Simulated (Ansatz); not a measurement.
# Relaxing Ta

Method: Ansatz 0.2.0, DFT PBE, scalar-relativistic, plane waves, PAW. Cutoff 420 eV, Γ-centred k mesh, Gaussian smearing, no spin polarisation in the final step.

Ta was placed on the graphite structure type (P6_3/mmc, No. 194), at a guessed volume.

```
Ta
1.0
     3.23321    0.00000    0.00000
    -1.61660    2.80004    0.00000
     0.00000    0.00000    8.80589
Ta
4
Direct
  0.00000 0.00000 0.25000
  0.00000 0.00000 0.75000
  0.33333 0.66667 0.75000
  0.66667 0.33333 0.25000
```

Cell and atoms relax at zero pressure; the relaxation can't lower the symmetry of the start. After a coarse first stage the cell is made exact in the group found at 0.06 Å.

Energies count from the standard state of Ta at the same level.

**Question.** Describe the relaxed structure.

**Answer.** It keeps P6_3/mmc (No. 194), but not the shape of the type it started on. Conventional cell: a = 4.612 Å, c = 4.895 Å. Ta on Wyckoff site b (2 atoms of the primitive cell) has 2 Ta at 2.45 Å and 3 Ta at 2.66 Å; Ta on Wyckoff site d (2 atoms of the primitive cell) has 3 Ta at 2.66 Å.

```xyz
4
Lattice="4.6121 0.0000 0.0000 -2.3061 3.9942 0.0000 0.0000 0.0000 4.8950" Properties=species:S:1:pos:R:3 pbc="T T T"
Ta    0.0000    0.0000    1.2237
Ta    0.0000    0.0000    3.6712
Ta    0.0000    2.6628    3.6712
Ta    2.3061    1.3314    1.2237
```

**Question.** What are its volume, energy, density and gap?

**Answer.** The volume per atom is 22.54 Å³, the density is 13.33 g/cm³ and the energy over the standard structure is 1.66 eV/atom. The gap on the 12×12×10 mesh is 0 eV (a metal).

The final run used a 12×12×10 mesh on its 4-atom cell and 0.10 eV smearing. The k mesh leaves about 4 meV/atom of noise in metals. Spin–orbit coupling is left out. Symmetry constrained the relaxation, so the result can be a saddle point.

This form isn't the element's structure at ambient conditions.